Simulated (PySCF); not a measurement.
Bonds (- single, = double, # triple, : aromatic): O1-C2 1.418 Å, C2-C3 1.507 Å, C3-O4 1.406 Å. O1 carries H5; C2 carries H6, H7; C3 carries H8, H9; O4 carries H10.

Geometry: PBE0-D3(BJ)/def2-TZVP; GIAO absolute shieldings from PySCF 2.14, gas phase, non-relativistic, averaged over equivalent atoms.

At KT3/pcSseg-2 (228 basis functions, 21 s wall time on 1 thread of an Arm Neoverse V2, shared host):
```csv
atoms,σ (ppm)
O1/O4,297.9
C2/C3,113.6
H6/H7/H8/H9,27.76
H5/H10,30.45
```

Task: Predict the values at wB97X-D/pcSseg-2 on the same geometry.

Result: 
```
      atoms  σ at wB97X-D/pcSseg-2  change
      O1/O4                  312.2   +14.3
      C2/C3                  117.5    +3.9
H6/H7/H8/H9                  27.95   +0.19
     H5/H10                  30.34   -0.11
```

The largest change is at O1/O4 (alcohol oxygen). Cost: 228 basis functions, 18 s wall time on 1 thread of an Arm Neoverse V2, shared host.
